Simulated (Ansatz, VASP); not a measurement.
## One calculation of TaSi2, two programs

```
Ta Si
1.0
     0.00000    3.44148    3.44148
     3.44148    0.00000    3.44148
     3.44148    3.44148    0.00000
Ta Si
2 4
Direct
  0.50000 0.50000 0.50000
  0.75000 0.75000 0.75000
  0.12500 0.12500 0.12500
  0.62500 0.12500 0.12500
  0.12500 0.12500 0.62500
  0.12500 0.62500 0.12500
```

Alike in both runs: task single point; functional r2SCAN; k mesh 6 × 6 × 6; occupations gaussian, width 0.1 eV; no spin polarisation.

```csv
,VASP,Ansatz
version,VASP 6.6.1,Ansatz 0.2.0
potentials or method,"VASP PAW PBE potentials, release 64 (Ta_pv, Si)","scalar-relativistic, plane waves, PAW"
plane-wave cutoff (eV),520,500
valence electrons in the cell,38,42
```

```tsv
	VASP	Ansatz	Ansatz less VASP
gap on the k mesh at the Fermi level (eV)	none	none	-
pressure (GPa)	0.0	-0.3	-0.36
```

A gap of «none» marks a metal or a gap that the smearing closes. The two sets of potentials don't hold the same shells in valence.

Caveats: the PAW data sets were made with another functional, which shifts forces and pressure a little (VASP). Spin-orbit coupling is left out, which matters for the levels of Ta.
